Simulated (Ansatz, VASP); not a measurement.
Zn in VASP and in Ansatz

```xyz
1
Lattice="0.0040 2.0046 1.9670 1.9567 -0.0043 1.9753 1.9274 1.9836 0.0249" Properties=species:S:1:pos:R:3 pbc="T T T"
Zn    0.0418   -0.0358   -0.0315
```

Change from the starting cell: cell strained at random at fixed volume.

Alike in both runs: task single point; functional PBEsol; k mesh 12 × 12 × 12; occupations fermi-dirac, width 0.05 eV; no spin polarisation.

|  | VASP | Ansatz |
| --- | --- | --- |
| version | VASP 6.6.1 | Ansatz 0.2.0 |
| potentials or method | VASP PAW PBE potentials, release 64 (Zn) | Ansatz PAW |
| plane-wave cutoff (eV) | 520 | 420 |
| valence electrons in the cell | 12 | 12 |

|  | VASP | Ansatz | Ansatz less VASP |
| --- | --- | --- | --- |
| gap on the k mesh at the Fermi level (eV) | none | none | - |
| pressure (GPa) | -4.7 | -5.1 | -0.33 |
| largest component of the traceless stress (GPa) | 0.69 | 0.70 | +0.011 |

A gap of «none» marks a metal or a gap that the smearing closes. With one functional, cell and mesh, what is left measures potentials, basis and numerics.

Caveats: the PAW data sets were made with another functional, which shifts forces and pressure a little (VASP); the PAW data sets come from PBE, with cores solved anew for the run's functional, which leaves a small shift of forces and pressure (Ansatz).
